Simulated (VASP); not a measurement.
# Tl (Im-3m) in VASP: further runs, part 2 of 2

VASP 6.6.1. Earlier steps stand in the parts before.

### 3 Single point, PBE

The input, INCAR:

```
  PREC = Accurate
  ENCUT = 520
  EDIFF = 1E-7
  ISMEAR = 0
  SIGMA = 0.1
  LREAL = F
  LASPH = T
  NELM = 100
  ALGO = Fast
  ISIF = 2
  LWAVE = F
  LCHARG = F
  GGA = PE
  NBANDS = 12
```

The input, KPOINTS:

```
Automatic mesh
0
Gamma
  6 6 6
```

The input, POSCAR:

```
Tl
1.0
   -1.9410000000      1.9410000000      1.9410000000
    1.9410000000     -1.9410000000      1.9410000000
    1.9410000000      1.9410000000     -1.9410000000
Tl
1
Direct
    0.0000000000      0.0000000000      0.0000000000
```

Potentials or basis: VASP PAW PBE potentials, release 64 (Tl_d).

Run with:

```sh
$ cat potpaw_PBE.64/Tl_d/POTCAR > POTCAR
$ mpirun -np 1 vasp_std > vasp.out
```

OUTCAR:

```text
PREC = Accurate
   ENCUT = 520
   EDIFF = 1E-7
   ISMEAR = 0
   LREAL = F
   LASPH = T
   NELM = 100
   ISIF = 2
   GGA = PE

 ion  position               nearest neighbor table
   1  0.000  0.000  0.000-

  LATTYP: Found a body centered cubic cell.
 ALAT       =     3.8820000000

  Lattice vectors:

 A1 = (  -1.9410000000,   1.9410000000,   1.9410000000)
 A2 = (   1.9410000000,  -1.9410000000,   1.9410000000)
 A3 = (   1.9410000000,   1.9410000000,  -1.9410000000)

Analysis of symmetry for initial positions (statically):
=====================================================================
 Subroutine PRICEL returns:
 Original cell was already a primitive cell.

 Routine SETGRP: Setting up the symmetry group for a
 body centered cubic supercell.

 Subroutine GETGRP returns: Found 48 space group operations
 (whereof 48 operations were pure point group operations)
 out of a pool of 48 trial point group operations.

The static configuration has the point symmetry O_h .

Analysis of symmetry for dynamics (positions and initial velocities):
=====================================================================
 Subroutine PRICEL returns:
 Original cell was already a primitive cell.

 Routine SETGRP: Setting up the symmetry group for a
 body centered cubic supercell.

 Subroutine GETGRP returns: Found 48 space group operations
 (whereof 48 operations were pure point group operations)
 out of a pool of 48 trial point group operations.

The dynamic configuration has the point symmetry O_h .

 Subroutine INISYM returns: Found 48 space group operations
 (whereof 48 operations are pure point group operations),
 and found     1 'primitive' translations

----------------------------------------------------------------------------------------

                                     Primitive cell

  volume of cell :      29.2507

  direct lattice vectors                    reciprocal lattice vectors
    -1.941000000  1.941000000  1.941000000     0.000000000  0.257599176  0.257599176
     1.941000000 -1.941000000  1.941000000     0.257599176  0.000000000  0.257599176
     1.941000000  1.941000000 -1.941000000     0.257599176  0.257599176  0.000000000

  length of vectors
     3.361910617  3.361910617  3.361910617     0.364300248  0.364300248  0.364300248

  position of ions in fractional coordinates (direct lattice)
     0.000000000  0.000000000  0.000000000

  ion indices of the primitive-cell ions
   primitive index   ion index
                 1           1

----------------------------------------------------------------------------------------

 KPOINTS: Automatic mesh

Automatic generation of k-mesh.
 Grid dimensions read from file:
 generate k-points for:    6    6    6

 Generating k-lattice:

  Cartesian coordinates                     Fractional coordinates (reciprocal lattice)
     0.000000000  0.042933196  0.042933196     0.166666667  0.000000000  0.000000000
     0.042933196  0.000000000  0.042933196     0.000000000  0.166666667  0.000000000
     0.042933196  0.042933196  0.000000000     0.000000000  0.000000000  0.166666667

  Length of vectors
     0.060716708  0.060716708  0.060716708

  Shift w.r.t. Gamma in fractional coordinates (k-lattice)
     0.000000000  0.000000000  0.000000000

 Subroutine IBZKPT returns following result:
 ===========================================

 Found     16 irreducible k-points:

 Following reciprocal coordinates:
            Coordinates               Weight
  0.000000  0.000000  0.000000      1.000000
  0.166667  0.000000  0.000000     12.000000
  0.333333  0.000000  0.000000     12.000000
  0.500000  0.000000  0.000000      6.000000
  0.166667  0.166667  0.000000     24.000000
  0.333333  0.166667  0.000000     48.000000
[... 8 lines left out ...]
  0.500000  0.500000  0.333333     12.000000
  0.500000  0.500000  0.500000      1.000000
   k-points           NKPTS =     16   k-points in BZ     NKDIM =     16   number of bands    NBANDS=     12
   number of dos      NEDOS =    301   number of ions     NIONS =      1
   total plane-waves  NPLWV =  21952
   dimension x,y,z NGX =    28 NGY =   28 NGZ =   28
   dimension x,y,z NGXF=    56 NGYF=   56 NGZF=   56
   ions per type =               1
   NGX,Y,Z   is equivalent  to a cutoff of  13.85, 13.85, 13.85 a.u.
   NGXF,Y,Z  is equivalent  to a cutoff of  27.69, 27.69, 27.69 a.u.
 SYSTEM =  unknown system
   PREC   = accura    normal or accurate (medium, high low for compatibility)
   ISTART =      0    job   : 0-new  1-cont  2-samecut
   ICHARG =      2    charge: 1-file 2-atom 10-const
   ISPIN  =      1    spin polarized calculation?
   LNONCOLLINEAR =      F non collinear calculations
   LSORBIT =      F    spin-orbit coupling
   LASPH  =      T    aspherical Exc in radial PAW
   ENCUT  =  520.0 eV  38.22 Ry    6.18 a.u.   6.25  6.25  6.25*2*pi/ulx,y,z
   NELM   =    100;   NELMIN=  2; NELMDL= -5     # of ELM steps
   EDIFF  = 0.1E-06   stopping-criterion for ELM
   LREAL  =      F    real-space projection
   EDIFFG = 0.1E-05   stopping-criterion for IOM
   NSW    =      0    number of steps for IOM
   IBRION =     -1    ionic relax: 0-MD 1-quasi-New 2-CG
   NFREE  =      0    steps in history (QN), initial steepest desc. (CG)
   ISIF   =      2    stress and relaxation
   ISYM   =      2    0-nonsym 1-usesym 2-fastsym
   POTIM  = 0.5000    time-step for ionic-motion
   TEBEG  =    0.0;   TEEND  =   0.0 temperature during run
   PSTRESS=    0.0 pullay stress
   NELECT =      13.0000    total number of electrons
   NUPDOWN=      -1.0000    fix difference up-down
   EMIN   =  10.00;   EMAX   =-10.00  energy-range for DOS
   EFERMI =   0.00;   METHOD = LEGACY
   ISMEAR =     0;   SIGMA  =   0.10  broadening in eV -4-tet -1-fermi 0-gaus
   EFERMI_NEDOS =   21; number of points for ismear=-14 and -15
   IALGO  =     68    algorithm
   IMIX   =      4    mixing-type and parameters
     AMIX     =   0.40;   BMIX     =  1.00
     AMIX_MAG =   1.60;   BMIX_MAG =  1.00
  volume/ion in A,a.u.               =      29.25       197.39
  Fermi-wavevector in a.u.,A,eV,Ry     =   1.249330  2.360891 21.236311  1.560825
  Thomas-Fermi vector in A             =   2.383375
   LORBIT       =      0    0 simple, 1 ext, 2 COOP (PROOUT), +10 PAW based schemes
   GGA     = PE    functional components
   LHFCALC =     F    Hartree Fock is set to
   AEXX    =    0.0000 exact exchange contribution
   IVDW    =     0    specifies the selected vdW correction
   LEPSILON=     F    determine dielectric tensor
   LRPA    =     F    only Hartree local field effects (RPA)
 non-spin polarized calculation
 RMM-DIIS sequential band-by-band and
 Gauss-broadening in eV      SIGMA  =   0.10
  energy-cutoff  :      520.00
  volume of cell :       29.25
 maximum number of plane-waves:       798
 NGX is ok and might be reduce to    28
   NGX = 13   NGY = 13   NGZ = 13

 number of electron      13.0000002 magnetization

 Free energy of the ion-electron system (eV)
  ---------------------------------------------------
  ext. energy  EPLUGINS =         0.00000000
  ---------------------------------------------------
  free energy    TOTEN  =        -2.19821991 eV

  energy without entropy =       -2.19147139  energy(sigma->0) =       -2.19484565

 E-fermi :   6.1649     XC(G=0): -10.0819

 val. band max:        6.1511716125   @ k =  -0.3333   0.5000   0.1667
 cond. band min:       6.3080034577   @ k =   0.5000   0.5000   0.3333
 fundamental gap:      0.1568318452
 Fermi energy:         6.1648964373

 k-point     1 :       0.0000    0.0000    0.0000
  band No.  band energies     occupation
      1      -5.3058      2.00000
      2      -5.3058      2.00000
      3      -5.3058      2.00000
      4      -4.8971      2.00000
      5      -4.8971      2.00000
      6      -3.5507      2.00000
      7      16.9419      0.00000
      8      16.9419      0.00000
      9      16.9419      0.00000
     10      18.6301      0.00000
     11      18.6301      0.00000
     12      18.6301      0.00000
[... 211 lines left out ...]
 k-point    16 :       0.5000    0.5000    0.5000
  band No.  band energies     occupation
      1      -5.4994      2.00000
      2      -5.4994      2.00000
      3      -4.6936      2.00000
      4      -4.6936      2.00000
      5      -4.6936      2.00000
      6       4.6329      2.00000
      7       7.7841      0.00000
      8       7.7842      0.00000
      9       7.7842      0.00000
     10      12.7838      0.00000
     11      12.7838      0.00000
     12      24.4716      0.00000

------------------------ aborting loop because EDIFF is reached ----------------------------------------

  FORCE on cell =-STRESS in cart. coord.  units (eV):
  Direction    XX          YY          ZZ          XY          YZ          ZX
  --------------------------------------------------------------------------------------
  -------------------------------------------------------------------------------------
  Total        0.4234676      0.4234676      0.4234676      0.0000000     -0.0000000      0.0000000
  in kB       23.1949868     23.1949868     23.1949868      0.0000000     -0.0000000      0.0000000
  external PRESSURE =      23.1949868 kB  Pullay stress =       0.0000000 kB

 VOLUME and BASIS-vectors are now :
 -----------------------------------------------------------------------------
  energy-cutoff  :      520.00
  volume of cell :       29.25
      direct lattice vectors                 reciprocal lattice vectors
    -1.941000000  1.941000000  1.941000000     0.000000000  0.257599176  0.257599176
     1.941000000 -1.941000000  1.941000000     0.257599176  0.000000000  0.257599176
     1.941000000  1.941000000 -1.941000000     0.257599176  0.257599176  0.000000000

 POSITION                                       TOTAL-FORCE (eV/Angst)
 -----------------------------------------------------------------------------------
      0.00000      0.00000      0.00000         0.000000     -0.000000      0.000000
 -----------------------------------------------------------------------------------
    total drift:                                0.000000      0.000000      0.000000

  FREE ENERGIE OF THE ION-ELECTRON SYSTEM (eV)
  ---------------------------------------------------
  free  energy   TOTEN  =        -2.1982199079 eV

  energy  without entropy=       -2.1914713948  energy(sigma->0) =       -2.19484565
```

OSZICAR:

```text
N       E                     dE             d eps       ncg     rms          rms(c)
DAV:   1     0.472837008343E+02    0.47284E+02   -0.66135E+03   416   0.948E+02
DAV:   2    -0.159278684317E+01   -0.48876E+02   -0.47922E+02   448   0.208E+02
DAV:   3    -0.222111108828E+01   -0.62832E+00   -0.62802E+00   448   0.209E+01
DAV:   4    -0.222382524024E+01   -0.27142E-02   -0.27141E-02   460   0.165E+00
DAV:   5    -0.222385605612E+01   -0.30816E-04   -0.30816E-04   436   0.168E-01    0.216E+00
RMM:   6    -0.220219546828E+01    0.21661E-01   -0.27558E-02   385   0.135E+00    0.149E+00
RMM:   7    -0.219846180876E+01    0.37337E-02   -0.13614E-02   396   0.103E+00    0.601E-01
RMM:   8    -0.219822787751E+01    0.23393E-03   -0.95071E-04   405   0.252E-01    0.620E-02
RMM:   9    -0.219822012812E+01    0.77494E-05   -0.85080E-05   428   0.864E-02    0.322E-02
RMM:  10    -0.219821972704E+01    0.40108E-06   -0.14180E-05   419   0.376E-02    0.986E-04
RMM:  11    -0.219821983888E+01   -0.11183E-06   -0.21240E-06   431   0.142E-02    0.744E-04
RMM:  12    -0.219821990785E+01   -0.68974E-07   -0.28550E-07   319   0.453E-03
   1 F= -.21982199E+01 E0= -.21948457E+01  d E =-.674851E-02
```

stdout:

```text
POSCAR found type information on POSCAR Tl
 POSCAR found :  1 types and       1 ions
 scaLAPACK will be used
 LDA part: xc-table for (Slater+PW92), standard interpolation
 POSCAR, INCAR and KPOINTS ok, starting setup
 FFT: planning ... GRIDC
 FFT: planning ... GRID_SOFT
 FFT: planning ... GRID
 WAVECAR not read
 entering main loop
```

Wall time 4.8 s (1 thread of AMD EPYC 9R45 (Zen 5), shared host); peak memory 0.12 GiB.

What came out:

| Quantity | Value |
| --- | --- |
| Free energy | -2.1982 eV |
| Pressure | 2.3 GPa |
| Band gap on the k mesh | none (metal or under the smearing width) |

Caveat: the k mesh is coarse (spacing up to 0.38 Å⁻¹), so the values aren't converged. The run has no spin-orbit coupling, so splittings on Tl are missing.
